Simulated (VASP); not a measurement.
Runs of VASP 6.6.1 on LiH. Symmetry: Fm-3m, No. 225, cubic system. Conventional cell: a = 4.074 Å, b = 4.074 Å, c = 4.074 Å, α = 90.00°, β = 90.00°, γ = 90.00°. Li (site symmetry m-3m) has 6 H at 2.04 Å as nearest neighbours. H (site symmetry m-3m) has 6 Li at 2.04 Å as nearest neighbours. 

```csv
task,level,potentials or basis,cell,k mesh,cutoff (eV),smearing,grid for exact exchange (PRECFOCK),exchange at q = 0,ions in elastic constants,mesh quality,gap on the mesh (eV),pressure (GPa)
single point,RPBE,"VASP PAW PBE potentials, release 64 (Li_GW, H_GW)",as given,11 × 11 × 11,550,gaussian 0.1 eV,-,-,-,not flagged,3.36,-0.4
single point,RPBE,"VASP PAW PBE potentials, release 64 (Li_GW, H_GW)",as given,11 × 11 × 11,550,gaussian 0.05 eV,-,-,-,not flagged,3.36,-0.4
atomic charges,r2SCAN50+rVV10,"VASP PAW PBE potentials, release 64 (Li_sv, H)",as given,6 × 6 × 6,520,gaussian 0.05 eV,Fast,truncated,-,coarse,6.62,-
single point,PBE,"VASP PAW PBE potentials, release 64 (Li_GW, H_GW)",as given,6 × 6 × 6,450,gaussian 0.02 eV,-,-,-,coarse,3.01,(a)
```

Alike in all rows: no spin polarisation.

Question: Fill in the values left out.

Answer: (a) -2.3.

Caveats: some runs use coarse meshes; the PAW data sets were made with another functional, which shifts forces and pressure a little (some runs); an odd mesh through Γ misses points on the zone boundary, where band edges often lie (some runs); the cutoff is under 1.25 times the usual one of these potentials, so pressure, stress and relaxed cells hold a basis-set (Pulay) error (some runs).

The runs don't all hold the same shells in valence.
